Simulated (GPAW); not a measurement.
Si2Ni:

```
Ni Si
1.0
     0.00000    2.70300    2.70300
     2.70300    0.00000    2.70300
     2.70300    2.70300    0.00000
Ni Si
1 2
Cartesian
  0.0000 0.0000 0.0000
  4.0545 4.0545 4.0545
  1.3515 1.3515 1.3515
```

| Quantity | Value |
| --- | --- |
| Program | GPAW 26.7.0 |
| Task | relaxation of cell and atoms |
| Functional | PBEsol |
| Dispersion | D3(BJ) |
| Potentials or basis | PAW data sets generated in the run's folder for this functional |
| Cutoff | 600 eV |
| Basis | pw |
| k mesh | 9 × 9 × 9 |
| Occupations | fermi-dirac, width 0.05 eV |
| Spin | collinear spin, ferromagnetic start |
| Starting moments | [1.0, 0.0, 0.0] μB |

At the start: pressure -4.3 GPa; volume 13.17 Å³/atom.

Question: How do energy, volume and symmetry change on relaxing?

Answer: Over 3 steps the energy falls by 4.7 meV/atom and the volume is 12.80 Å³/atom (-2.8 %); space group Fm-3m (No. 225, to 0.05 Å); moment 0.00 μB per cell.

Step by step:
```
step  energy change (eV)  largest force (eV/Å)  pressure (GPa)  volume (Å³)
   1              0.0000                0.0000           -4.27        39.50
   2             -0.0047                0.0000           -3.54        39.30
   3             -0.0141                0.0000            0.11        38.39
```

Final structure:
```xyz
3
Lattice="0.0000 2.6775 2.6775 2.6775 0.0000 2.6775 2.6775 2.6775 0.0000" Properties=species:S:1:pos:R:3 pbc="T T T"
Ni    0.0000    0.0000    0.0000
Si    4.0163    4.0163    4.0163
Si    1.3388    1.3388    1.3388
```

Caveat: each step starts from the last one's moments, so a moment once lost doesn't come back; the stock nickel data set gives pressures a few GPa off other programs; later steps reuse the first step's grids; pairwise dispersion overbinds metals, which lowers pressure and volume.
